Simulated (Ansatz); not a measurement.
HfN:

```
CELL_PARAMETERS angstrom
0.00000 2.25600 2.25600
2.25600 0.00000 2.25600
2.25600 2.25600 0.00000
ATOMIC_POSITIONS crystal
Hf 0.00000 0.00000 0.00000
N 0.50000 0.50000 0.50000
```

Base run:

```yaml
Program: Ansatz 0.2.0
Functional: PBEsol
Potentials_or_basis: Ansatz PAW
Cutoff: "420 eV (not typed: the program's choice for these potentials)"
k_mesh: 10 × 10 × 10
Occupations: fermi-dirac, width 0.05 eV
Spin: no spin polarisation
Hubbard_terms: Hf d U = 4 eV
```

Its results: band gap on the k mesh none (metal or under the smearing width); pressure 3.9 GPa.

Question: The run is repeated on the same cell with these changes: hubbard terms from Hf d U = 4 eV to none; hubbard projectors from ortho-atomic (the default) to none. What comes out?

Answer: Band gap on the k mesh none (metal or under the smearing width); pressure -1.9 GPa.

Caveats: spin-orbit coupling is left out, which moves the levels of the heavy elements; the PAW data sets come from PBE, with cores solved anew for the run's functional, which leaves a small shift of forces and pressure; U without spin polarisation on a metal has little footing (some runs).
